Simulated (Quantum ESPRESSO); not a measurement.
The system is RbCl.

```xyz
2
Lattice="0.0000 3.2740 3.2740 3.2740 0.0000 3.2740 3.2740 3.2740 0.0000" Properties=species:S:1:pos:R:3 pbc="T T T"
Rb    0.0000    0.0000    0.0000
Cl    3.2740    3.2740    3.2740
```

Program: Quantum ESPRESSO 7.5. Alike in all runs: task dielectric tensor; level LDA; potentials or basis PseudoDojo 0.4.1 SR LDA standard; no spin polarisation; cell as given; cutoff (eV) 762; smearing fermi-dirac 0.05 eV. Hardware: 1 thread of Arm Neoverse V2, with other jobs on the host.

Order these runs on this cell by their wall time, lowest first.
A. k mesh 8 × 8 × 8, shifted; mesh quality not flagged
B. k mesh 4 × 4 × 4, shifted; mesh quality not flagged
C. k mesh 6 × 6 × 6, shifted; mesh quality not flagged
D. k mesh 2 × 2 × 2, shifted; mesh quality coarse

D (17 s), B (73 s), C (200 s), A (410 s).

Caveats: some runs use coarse meshes.
